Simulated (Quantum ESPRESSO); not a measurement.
Crystal: La2O3.

```xyz
5
Lattice="6.2668 0.0000 0.0000 -3.1334 5.4272 0.0000 0.0000 0.0000 3.2998" Properties=species:S:1:pos:R:3 pbc="T T T"
La    3.1334    1.8091    1.6499
La    0.0000    3.6181    1.6499
O     3.1836    0.0000    0.0000
O    -1.5918    2.7571    0.0000
O     1.5416    2.6701    0.0000
```

The cell comes from a database or a generator and needn't be the stable form of this composition.

Base run:

* Program: Quantum ESPRESSO 7.5
* Functional: PBE
* Potentials or basis: SSSP 1.3 efficiency PBE
* Cutoff: 748 eV
* Density cutoff: 5987 eV
* k mesh: 5 × 5 × 8
* Occupations: fermi-dirac, width 0.05 eV
* Spin: no spin polarisation

Its results: band gap on the k mesh 1.53 eV, indirect (least direct gap 2.04 eV); pressure 2.4 GPa; largest force 0.044 eV/Å.

Problem. The run is repeated on the same cell with these changes: functional from PBE to PBEsol; potentials or basis from SSSP 1.3 efficiency PBE to GBRV 1.5 PBEsol; cutoff from 748 eV to 612 eV; density cutoff from 5987 eV to 4898 eV. What comes out?

Solution. Band gap on the k mesh 1.46 eV, indirect (least direct gap 1.97 eV); pressure -0.9 GPa; largest force 0.060 eV/Å.

Caveats: spin-orbit coupling is left out, which moves the levels of the heavy elements; an odd mesh through Γ misses points on the zone boundary, where band edges often lie (some runs); some levels on the path didn't converge (some runs).
